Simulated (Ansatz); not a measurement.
Crystal: As.

```xyz
1
Lattice="2.7037 0.0000 0.0000 0.0000 2.7037 0.0000 0.0000 0.0000 2.7037" Properties=species:S:1:pos:R:3 pbc="T T T"
As    1.3518    1.3518    1.3518
```

This isn't the form of As at room conditions, which is rhombohedral.

```yaml
Program: Ansatz 0.2.0
Task: relaxation of cell and atoms
Functional: revPBE
Dispersion: D4
Potentials_or_basis: Ansatz PAW
Cutoff: "420 eV (not typed: the program's choice for these potentials)"
k_mesh: 10 × 10 × 10
Occupations: fermi-dirac, width 0.05 eV
Spin: no spin polarisation
```

At the start: volume 19.76 Å³/atom.

Problem. Where does the relaxation end?

Solution. It ends after 5 steps and the volume is 18.99 Å³/atom (-3.9 %); space group Pm-3m (No. 221, to 0.05 Å).

The path:
| step | energy change (eV) | largest force (eV/Å) | volume (Å³) |
| --- | --- | --- | --- |
| 1 | 0.0000 | 0.0000 | 19.76 |
| 2 | -0.0073 | 0.0000 | 18.68 |
| 3 | -0.0088 | 0.0000 | 19.01 |
| 4 | -0.0088 | 0.0000 | 18.99 |
| 5 | -0.0087 | 0.0000 | 18.99 |

Final structure:
```
As
1.0
     2.66793    0.00000    0.00000
     0.00000    2.66793    0.00000
     0.00000    0.00000    2.66793
As
1
Cartesian
  1.3340 1.3340 1.3340
```

Caveat: the plane-wave basis is chosen anew once the cell has moved, so the energies of steps on either side of that aren't comparable; pairwise dispersion overbinds metals, which lowers pressure and volume; the PAW data sets come from PBE, with cores solved anew for the run's functional, which leaves a small shift of forces and pressure.
